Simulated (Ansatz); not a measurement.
# Carriers in TiO2 (P4_2/mnm)

```
Ti O
1.0
     4.59126    0.00000    0.00000
     0.00000    4.59126    0.00000
     0.00000    0.00000    2.93899
Ti O
2 4
Direct
  0.00000 0.00000 0.00000
  0.50000 0.50000 0.50000
  0.30444 0.30444 0.00000
  0.19556 0.80444 0.50000
  0.69556 0.69556 0.00000
  0.80444 0.19556 0.50000
```

Level of theory, where no other is named: PBEsol, all-electron LAPW in Ansatz 0.2.0, scalar-relativistic. k mesh 6×6×8, fixed occupations, basis error target 1 meV/atom. The cell was relaxed by PAW under this functional.

Extrema are searched on a 6×6×10 mesh and refined by Newton steps; masses come from band slopes 0.005 Å⁻¹ away, 1/m* = (1/ħ²) d²E/dk², negative for holes (the finite step makes the lightest masses up to about 3 % heavy). k is in units of the reciprocal vectors.

(1) Where are the band edges, and is the gap direct?

(2) What are the electron masses at the edge?

(3) What are the hole masses at the edge?

(4) Along the Cartesian direction x+z the conduction slope is 0.05264 eV·Å one step out. What is it four steps out, and what does that say?

(5) What electronic dielectric constant and refractive index follow from the same bands (independent particles)?

(6) What gap does PAW give in the same cell?

Results:

(1) The valence maximum lies at Gamma (0.000, 0.000, 0.000) and the conduction minimum at Gamma (0.000, 0.000, 0.000), so the Kohn-Sham gap of 1.863 eV is direct. A further conduction extremum at M (-0.500, -0.500, 0.000) lies 0.035 eV from the edge (1 equivalent point). A further conduction extremum at R (0.000, -0.500, -0.500) lies 0.040 eV from the edge (2 equivalent points).

(2) The principal masses are 0.538, 1.1, 1.1 mₑ. One valley has a density-of-states mass (m₁m₂m₃)^(1/3) = 0.869; the direction-averaged conductivity mass 3/Σ(1/mᵢ) is 0.818 mₑ.

(3) The principal masses are 2.67, 2.67, 4.52 mₑ. One valley has a density-of-states mass (m₁m₂m₃)^(1/3) = 3.19; the direction-averaged conductivity mass 3/Σ(1/mᵢ) is 3.1 mₑ.

(4) 0.2101 eV·Å, 3.991 times the first; a parabola would give 4, so the band is nearly parabolic here.

(5) ε∞ = (7.63, 7.63, 8.99), so n ≈ √ε∞ = 2.84 (mean over directions) well under the gap and the normal reflectivity is ((n − 1)/(n + 1))² = 0.230. Local fields, left out here, lower ε∞ by several per cent.

(6) 1.869 eV, 6 meV from the LAPW value.

Limits of these numbers: semilocal gaps are low, and what follows the gap (onsets, screening, light masses) shifts with it; the frozen-core PAW files of the compared runs were fitted under PBE, their cores solved anew for this functional.
